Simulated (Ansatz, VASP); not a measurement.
# One calculation of NaCl, two programs

```
Cl Na
1.0
     0.00000    2.73703    2.73703
     2.73703    0.00000    2.73703
     2.73703    2.73703    0.00000
Cl Na
1 1
Direct
  0.50000 0.50000 0.50000
  0.00000 0.00000 0.00000
```

Change from the starting cell: volume scaled by 0.94.

Alike in both runs: task single point; functional PBE; k mesh 8 × 8 × 8; occupations fermi-dirac, width 0.05 eV; no spin polarisation.

|  | VASP | Ansatz |
| --- | --- | --- |
| version | VASP 6.6.1 | Ansatz 0.2.0 |
| potentials or method | VASP PAW PBE potentials, release 64 (Cl, Na_pv) | Ansatz PAW |
| plane-wave cutoff (eV) | 520 | 420 |
| valence electrons in the cell | 14 | 16 |

```tsv
	VASP	Ansatz	Ansatz less VASP
gap on the k mesh at the Fermi level (eV)	5.48	5.48	0.000
least direct gap on the mesh (eV)	5.48	5.48	0.000
pressure (GPa)	3.7	3.7	+0.02
```

The two sets of potentials don't hold the same shells in valence.
